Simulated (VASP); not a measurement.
Input for VASP

**POSCAR**
```
InN
1
    0.0000000000     2.4768155703     2.4768155703
    2.4768155703     0.0000000000     2.4768155703
    2.4768155703     2.4768155703     0.0000000000
In N
1 1
Direct
  0.0000000000   0.0000000000   0.0000000000
  0.2500000000   0.2500000000   0.2500000000
```

**INCAR**
```
SYSTEM = InN
PREC = Accurate
ENCUT = 520
EDIFF = 1E-7
NELM = 100
ALGO = Normal
LREAL = .FALSE.
LASPH = .TRUE.
ISMEAR = 1
SIGMA = 0.1
METAGGA = R2SCAN
LMIXTAU = .TRUE.
LMAXMIX = 4
LWAVE = .FALSE.
LCHARG = .FALSE.
ISIF = 2
```

File KPOINTS:
```
Automatic mesh
0
Gamma
13 13 13
0 0 0
```

POTCAR, in this order: In_d N (PBE.64 set). Program: vasp_std.

Problem. Translate this r2SCAN calculation to Ansatz.

Solution. One equivalent input (not run):
Ansatz 0.2 input:
```yaml
crystal:
  lattice:
    - [0.0000000, 2.4768156, 2.4768156]
    - [2.4768156, 0.0000000, 2.4768156]
    - [2.4768156, 2.4768156, 0.0000000]
  atoms:
    - { symbol: In, position: [0.0000000, 0.0000000, 0.0000000] }
    - { symbol: N, position: [0.2500000, 0.2500000, 0.2500000] }
kpoints:
  mp_grid: { grid: [13, 13, 13] }
hamiltonian:
  xc: r2scan
  pseudopotentials: { kind: paw }
scf:
  occupations: { method: methfessel_paxton, width: 0.1 }
  max_iter: 100
output: { forces: true, stress: true, eigenvalues: true }
```
The two are equivalent in intent, not identical: each code has its own PAW files, so the cut-off isn't converted (ENCUT is set for VASP's; basis.ecutwfc is left out, and Ansatz then takes the one that its files recommend); Ansatz stops its SCF on the density residual and VASP on the energy change (EDIFF).

The compound is InN in the zinc blende structure, a metastable form; wurtzite is the usual one. This cell is one point of a volume scan, at 0.97 of the reference volume.
